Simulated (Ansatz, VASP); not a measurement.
**One calculation of Ga4O3, two programs**

```xyz
7
Lattice="4.6237 0.0000 0.0000 0.0000 4.6237 0.0000 0.0000 0.0000 4.6237" Properties=species:S:1:pos:R:3 pbc="T T T"
Ga    0.0000    2.3118    2.3118
Ga    2.3118    0.0000    2.3118
Ga    2.3118    2.3118    0.0000
Ga    2.3118    2.3118    2.3118
O     2.3118    0.0000    0.0000
O     0.0000    2.3118    0.0000
O     0.0000    0.0000    2.3118
```

Alike in both runs: functional PBE; k mesh 8 × 8 × 8; occupations gaussian, width 0.1 eV; no spin polarisation.

Ansatz relaxed the structure, and its values are those at the end. VASP's run is a single point on that final structure, the one shown.

|  | VASP | Ansatz |
| --- | --- | --- |
| version | VASP 6.6.1 | Ansatz 0.2.0 |
| potentials or method | VASP PAW PBE potentials, release 64 (Ga_d, O) | scalar-relativistic, plane waves, PAW |
| plane-wave cutoff (eV) | 520 | 420 |
| valence electrons in the cell | 70 | 70 |

|  | VASP | Ansatz | Ansatz less VASP |
| --- | --- | --- | --- |
| gap on the k mesh at the Fermi level (eV) | none | none | - |
| pressure (GPa) | 0.3 | 0.0 | -0.31 |

A gap of «none» marks a metal or a gap that the smearing closes.
